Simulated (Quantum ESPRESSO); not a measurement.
# CdO (Monteponite) (Fm-3m) in Quantum ESPRESSO: reference runs

Reference runs on CdO (Monteponite): the cell as given.

Everything below comes from runs of Quantum ESPRESSO 7.5. Logs are shortened: lines on timing, memory, paths and dates and some standing lists are left out, and cuts for length are marked.

### Step 1. The structure

The structure is cubic, space group Fm-3m (No. 225). The conventional cell has a = 4.699 Å, b = 4.699 Å, c = 4.699 Å, α = 90.00°, β = 90.00°, γ = 90.00°. Around Cd (site symmetry m-3m) lie 6 O at 2.35 Å. O (site symmetry m-3m) has 6 Cd at 2.35 Å as nearest neighbours.

### Step 2. Single point, PBEsol

pw.in

```
&CONTROL
  calculation = 'scf'
  prefix = 'pwscf'
  outdir = './tmp'
  pseudo_dir = './pseudo'
  tprnfor = .true.
  tstress = .true.
  disk_io = 'low'
/
&SYSTEM
  ibrav = 0
  nat = 2
  ntyp = 2
  ecutwfc = 45
  ecutrho = 360
  nbnd = 15
  occupations = 'smearing'
  smearing = 'fd'
  degauss = 0.00367493
/
&ELECTRONS
  conv_thr = 4d-10
  electron_maxstep = 120
  mixing_beta = 0.5
/
ATOMIC_SPECIES
Cd   112.4140 cd_pbesol_v1.uspp.F.UPF
O     15.9990 o_pbesol_v1.2.uspp.F.UPF
CELL_PARAMETERS angstrom
   0.0000000000    2.3495000000    2.3495000000
   2.3495000000    0.0000000000    2.3495000000
   2.3495000000    2.3495000000    0.0000000000
ATOMIC_POSITIONS crystal
Cd     0.0000000000    0.0000000000    0.0000000000
O      0.5000000000    0.5000000000    0.5000000000
K_POINTS automatic
10 10 10 0 0 0
```

pp_density.in

```
&INPUTPP
  prefix = 'pwscf'
  outdir = './tmp'
  filplot = 'density.dat'
  plot_num = 0
/
&PLOT
  nfile = 1
  filepp(1) = 'density.dat'
  iflag = 3
  output_format = 6
  fileout = 'density.cube'
/
```

pp_potential.in

```
&INPUTPP
  prefix = 'pwscf'
  outdir = './tmp'
  filplot = 'potential.dat'
  plot_num = 11
/
&PLOT
  nfile = 1
  filepp(1) = 'potential.dat'
  iflag = 3
  output_format = 6
  fileout = 'potential.cube'
/
```

Potentials or basis: GBRV 1.5 PBEsol.

Started as:

```sh
> OMP_NUM_THREADS=1 mpirun -n 2 pw.x -nk 2 -in pw.in > pw.out
> OMP_NUM_THREADS=1 mpirun -n 1 pp.x -in pp_density.in > pp_density.out
> OMP_NUM_THREADS=1 mpirun -n 1 pp.x -in pp_potential.in > pp_potential.out
```

pw.out:

```text
This program is part of the open-source Quantum ESPRESSO suite
     for quantum simulation of materials; please cite
[... 13 lines left out ...]
     --------------------
     sticks:   dense  smooth     PW     G-vecs:    dense   smooth      PW
     Sum         967     499    163                20107     7119    1363

     Using Slab Decomposition

     bravais-lattice index     =            0
     lattice parameter (alat)  =       6.2790  a.u.
     unit-cell volume          =     175.0463 (a.u.)^3
     number of atoms/cell      =            2
     number of atomic types    =            2
     number of electrons       =        18.00
     number of Kohn-Sham states=           15
     kinetic-energy cutoff     =      45.0000  Ry
     charge density cutoff     =     360.0000  Ry
     scf convergence threshold =      4.0E-10
     mixing beta               =       0.5000
     number of iterations used =            8  plain     mixing
     Exchange-correlation= SLA  PW   PSX  PSC
                           (   1   4  10   8   0   0   0)

     celldm(1)=   6.278983  celldm(2)=   0.000000  celldm(3)=   0.000000
     celldm(4)=   0.000000  celldm(5)=   0.000000  celldm(6)=   0.000000

     crystal axes: (cart. coord. in units of alat)
               a(1) = (   0.000000   0.707107   0.707107 )
               a(2) = (   0.707107   0.000000   0.707107 )
               a(3) = (   0.707107   0.707107   0.000000 )

     reciprocal axes: (cart. coord. in units 2 pi/alat)
               b(1) = ( -0.707107  0.707107  0.707107 )
               b(2) = (  0.707107 -0.707107  0.707107 )
               b(3) = (  0.707107  0.707107 -0.707107 )

     PseudoPot. # 1 for Cd read from file:
     cd_pbesol_v1.uspp.F.UPF
     Pseudo is Ultrasoft + core correction, Zval = 12.0
     Generated by new atomic code, or converted to UPF format
     Using radial grid of  889 points,  6 beta functions with:
                l(1) =   0
                l(2) =   0
                l(3) =   1
                l(4) =   1
                l(5) =   2
                l(6) =   2
     Q(r) pseudized with  6 coefficients,  rinner =    1.000   1.000   1.000
                                                       1.000   1.000

     PseudoPot. # 2 for O  read from file:
     o_pbesol_v1.2.uspp.F.UPF
     Pseudo is Ultrasoft + core correction, Zval =  6.0
     Generated by new atomic code, or converted to UPF format
     Using radial grid of  737 points,  5 beta functions with:
                l(1) =   0
                l(2) =   0
                l(3) =   1
                l(4) =   1
                l(5) =   2
     Q(r) pseudized with  8 coefficients,  rinner =    0.900   0.900   0.900
                                                       0.900   0.900

     atomic species   valence    mass     pseudopotential
     Cd               12.00   112.41400     Cd( 1.00)
     O                 6.00    15.99900     O ( 1.00)

     48 Sym. Ops., with inversion, found

   Cartesian axes

     site n.     atom                  positions (alat units)
         1        Cd     tau(   1) = (   0.0000000   0.0000000   0.0000000  )
         2        O      tau(   2) = (   0.7071068   0.7071068   0.7071068  )

     number of k points=    47  Fermi-Dirac smearing, width (Ry)=  0.0037
                       cart. coord. in units 2pi/alat
        k(    1) = (   0.0000000   0.0000000   0.0000000), wk =   0.0020000
        k(    2) = (   0.0707107   0.0707107  -0.0707107), wk =   0.0160000
        k(    3) = (   0.1414214   0.1414214  -0.1414214), wk =   0.0160000
        k(    4) = (   0.2121320   0.2121320  -0.2121320), wk =   0.0160000
        k(    5) = (   0.2828427   0.2828427  -0.2828427), wk =   0.0160000
        k(    6) = (  -0.3535534  -0.3535534   0.3535534), wk =   0.0080000
[... 39 lines left out ...]
        k(   46) = (  -0.0707107  -0.3535534   0.6363961), wk =   0.0480000
        k(   47) = (  -0.7071068   0.2828427   0.0000000), wk =   0.0240000

     Dense  grid:    20107 G-vectors     FFT dimensions: (  40,  40,  40)

     Smooth grid:     7119 G-vectors     FFT dimensions: (  27,  27,  27)

     Initial potential from superposition of free atoms

     starting charge      17.5000, renormalised to      18.0000

     negative rho (up, down):  2.011E-02 0.000E+00
     Starting wfcs are   13 randomized atomic wfcs +    2 random wfcs

     Self-consistent Calculation

     iteration #  1     ecut=    45.00 Ry     beta= 0.50
     Davidson diagonalization with overlap
     ethr =  1.00E-02,  avg # of iterations =  4.6

     negative rho (up, down):  1.971E-02 0.000E+00

     total energy              =    -146.64030523 Ry
     estimated scf accuracy    <       0.20804721 Ry

     iteration #  2     ecut=    45.00 Ry     beta= 0.50
     Davidson diagonalization with overlap
     ethr =  1.16E-03,  avg # of iterations =  2.0

     negative rho (up, down):  2.002E-02 0.000E+00

     total energy              =    -146.69900157 Ry
     estimated scf accuracy    <       0.12291611 Ry

     iteration #  3     ecut=    45.00 Ry     beta= 0.50
     Davidson diagonalization with overlap
     ethr =  6.83E-04,  avg # of iterations =  2.0

     negative rho (up, down):  2.026E-02 0.000E+00

     total energy              =    -146.72006701 Ry
     estimated scf accuracy    <       0.00276131 Ry

     iteration #  4     ecut=    45.00 Ry     beta= 0.50
     Davidson diagonalization with overlap
     ethr =  1.53E-05,  avg # of iterations =  3.7
[... 10 lines left out ...]
     negative rho (up, down):  2.040E-02 0.000E+00

     total energy              =    -146.72030586 Ry
     estimated scf accuracy    <       0.00000173 Ry

     iteration #  6     ecut=    45.00 Ry     beta= 0.50
     Davidson diagonalization with overlap
     ethr =  9.63E-09,  avg # of iterations =  3.7

     negative rho (up, down):  2.040E-02 0.000E+00

     total energy              =    -146.72030652 Ry
     estimated scf accuracy    <       0.00000003 Ry

     iteration #  7     ecut=    45.00 Ry     beta= 0.50
     Davidson diagonalization with overlap
     ethr =  1.64E-10,  avg # of iterations =  3.9

     negative rho (up, down):  2.040E-02 0.000E+00

     End of self-consistent calculation

          k = 0.0000 0.0000 0.0000 (   893 PWs)   bands (ev):

    -7.2450   3.4183   3.4183   3.4183   3.7256   3.7256   8.6503   8.6503
     8.6503   9.5312  24.4740  27.0805  27.0805  28.0898  28.0898

          k = 0.0707 0.0707-0.0707 (   908 PWs)   bands (ev):

    -7.1743   3.3746   3.4342   3.4342   3.6550   3.6550   7.7549   8.7989
     8.7989  10.5740  23.4472  26.1604  26.1604  26.1934  28.4430

          k = 0.1414 0.1414-0.1414 (   914 PWs)   bands (ev):

    -6.9829   3.2077   3.3076   3.3076   3.6631   3.6631   6.8448   9.1707
     9.1707  11.9468  21.2234  24.5807  24.5807  26.2422  29.0796

          k = 0.2121 0.2121-0.2121 (   893 PWs)   bands (ev):

    -6.7315   2.8859   3.0590   3.0590   3.8044   3.8044   6.3632   9.6075
     9.6075  13.1688  19.1716  23.1327  23.1327  26.6934  29.9977

          k = 0.2828 0.2828-0.2828 (   887 PWs)   bands (ev):

    -6.5137   2.5409   2.8683   2.8683   3.9334   3.9334   6.2368   9.9519
     9.9519  14.0195  17.7806  22.1397  22.1397  27.3169  31.1579

          k =-0.3536-0.3536 0.3536 (   886 PWs)   bands (ev):

    -6.4266   2.3934   2.7988   2.7988   3.9844   3.9844   6.2338  10.0828
    10.0828  14.3192  17.2948  21.7859  21.7859  27.7115  30.7532

          k = 0.1414-0.0000 0.0000 (   901 PWs)   bands (ev):
[... 99 lines left out ...]
          k =-0.0000-0.4243 0.4243 (   885 PWs)   bands (ev):

    -6.4574   2.7974   3.0637   3.2894   3.9021   4.0730   6.8172   7.4348
     9.6629  16.3396  17.2160  18.8862  22.6038  27.9317  29.6311

          k = 0.5657-0.0000 0.0000 (   886 PWs)   bands (ev):

    -6.5879   2.9879   3.7441   3.9727   4.0151   4.0151   6.2944   7.8402
     7.8402  14.1049  18.5126  21.4003  23.2289  23.2289  33.3709

          k =-0.0707-0.6364 0.6364 (   898 PWs)   bands (ev):

    -6.5431   2.9717   3.8470   3.9075   4.1019   4.2190   6.0038   7.6230
     7.9342  14.1976  18.4473  20.5858  23.1424  23.8815  33.4355

          k = 0.0000-0.5657 0.5657 (   894 PWs)   bands (ev):

    -6.4924   2.9772   3.5747   3.7102   4.0683   4.2126   6.3179   7.2692
     8.4442  14.8965  18.5059  19.2541  22.9483  24.9854  32.1662

          k =-0.7071 0.0000 0.0000 (   894 PWs)   bands (ev):

    -6.5544   2.9439   3.9994   4.1287   4.1287   4.4477   5.6170   7.6681
     7.6681  13.8245  18.4513  21.2639  23.2293  23.2293  33.1818

          k = 0.2828 0.1414 0.0000 (   891 PWs)   bands (ev):

    -6.8584   3.0411   3.2323   3.3629   3.6017   3.8711   6.9025   8.4423
     9.2853  13.0607  21.3187  21.3992  24.1116  25.8508  29.9729

          k = 0.3536 0.2121-0.0707 (   888 PWs)   bands (ev):

    -6.6642   2.8745   3.0961   3.2114   3.7253   3.9783   6.5771   8.4769
     9.6115  14.1389  19.2243  20.7445  23.1252  26.8293  30.5302

          k =-0.2828-0.4243 0.5657 (   887 PWs)   bands (ev):

    -6.5005   2.7335   2.9688   3.1036   3.8625   4.0175   6.3702   8.7366
     9.7015  15.1174  17.6452  20.3637  22.3582  27.9445  30.3771

          k =-0.2121-0.3536 0.4950 (   892 PWs)   bands (ev):

    -6.4363   2.6636   2.9879   3.0051   3.9624   3.9845   6.3125   8.9015
     9.6663  15.7059  16.8698  20.2405  22.0770  28.7927  29.4982

          k = 0.4243 0.1414-0.0000 (   886 PWs)   bands (ev):

    -6.6562   3.0339   3.1169   3.4595   3.7933   4.0020   6.7062   8.1301
     8.8843  14.3863  19.2096  20.6308  23.0999  25.0856  32.7162

          k =-0.2121-0.4950 0.6364 (   889 PWs)   bands (ev):

    -6.5319   3.0291   3.1422   3.3031   3.9035   4.0688   6.5004   8.0523
     8.9734  15.1457  18.1834  19.8909  22.4899  26.1713  31.4466

          k =-0.1414-0.4243 0.5657 (   897 PWs)   bands (ev):
[... 9 lines left out ...]
          k = 0.0000-0.2828 0.4243 (   888 PWs)   bands (ev):

    -6.5370   2.8625   3.0655   3.1750   3.8299   4.0662   6.6818   7.8837
     9.6589  15.2174  18.3828  19.4803  22.6251  27.6172  30.1361

          k =-0.1414-0.5657 0.7071 (   893 PWs)   bands (ev):

    -6.5476   3.0236   3.5318   3.6395   4.0184   4.1256   6.3736   7.7554
     8.2302  14.6098  18.4315  20.3283  22.6390  24.7796  32.6644

          k =-0.0707-0.4950 0.6364 (   895 PWs)   bands (ev):

    -6.4874   3.0290   3.4246   3.5635   4.0820   4.2129   6.4247   7.4609
     8.3595  15.1887  18.3855  19.4140  22.1124  25.8867  31.3327

          k = 0.0000-0.4243 0.5657 (   897 PWs)   bands (ev):

    -6.4524   2.9748   3.2653   3.3974   4.0364   4.1554   6.9300   7.0068
     8.8579  16.0048  18.0416  18.6849  22.0263  27.0994  29.9282

          k =-0.7071 0.1414 0.0000 (   904 PWs)   bands (ev):

    -6.5205   2.9880   3.7211   3.8521   4.1288   4.3726   6.0044   7.5767
     7.8808  14.4240  18.4776  20.2490  22.4674  24.7181  32.8092

          k =-0.1414-0.4243 0.7071 (   896 PWs)   bands (ev):

    -6.4740   3.1220   3.1509   3.3105   4.0257   4.1631   6.6854   7.4595
     8.7395  15.7885  18.0820  19.2399  21.6952  27.2645  29.8598

          k =-0.0707-0.3536 0.6364 (   900 PWs)   bands (ev):

    -6.4520   3.0769   3.2512   3.2950   4.0799   4.2172   6.7633   7.2992
     8.5314  16.1017  18.1250  19.0008  21.2576  28.3504  28.6848

          k =-0.7071 0.2828 0.0000 (   890 PWs)   bands (ev):

    -6.4645   3.1402   3.2725   3.4349   4.1290   4.3411   6.6900   7.2598
     8.1252  15.6845  18.6496  19.1895  20.9868  27.1745  29.9139

     the Fermi energy is    10.2440 ev

!    total energy              =    -146.72030655 Ry
     estimated scf accuracy    <          3.6E-10 Ry
     smearing contrib. (-TS)   =      -0.00003981 Ry
     internal energy E=F+TS    =    -146.72026674 Ry

     The total energy is F=E-TS. E is the sum of the following terms:
     one-electron contribution =     -15.22543641 Ry
     hartree contribution      =      25.42783553 Ry
     xc contribution           =     -46.31272441 Ry
     ewald contribution        =    -110.60994146 Ry

     convergence has been achieved in   7 iterations

     negative rho (up, down):  2.040E-02 0.000E+00

     Forces acting on atoms (cartesian axes, Ry/au):

     atom    1 type  1   force =     0.00000000    0.00000000    0.00000000
     atom    2 type  2   force =    -0.00000000   -0.00000000   -0.00000000

     Total force =     0.000000     Total SCF correction =     0.000000

     Computing stress (Cartesian axis) and pressure

     negative rho (up, down):  2.040E-02 0.000E+00
          total   stress  (Ry/bohr**3)                   (kbar)     P=        3.78
   0.00002572   0.00000000   0.00000000            3.78        0.00        0.00
   0.00000000   0.00002572   0.00000000            0.00        3.78        0.00
   0.00000000   0.00000000   0.00002572            0.00        0.00        3.78

=------------------------------------------------------------------------------=
   JOB DONE.
=------------------------------------------------------------------------------=
```

It took 8.5 s on 2 MPI ranks of Arm Neoverse V2, shared host; peak memory 0.16 GiB.

Results:

* Free energy: -1996.2315 eV
* Pressure: 0.4 GPa
* Band gap on the k mesh: none (metal or under the smearing width)

Caveat: this crystal is a semiconductor, whose small gap the functional closes, so the metal is an error of the method.
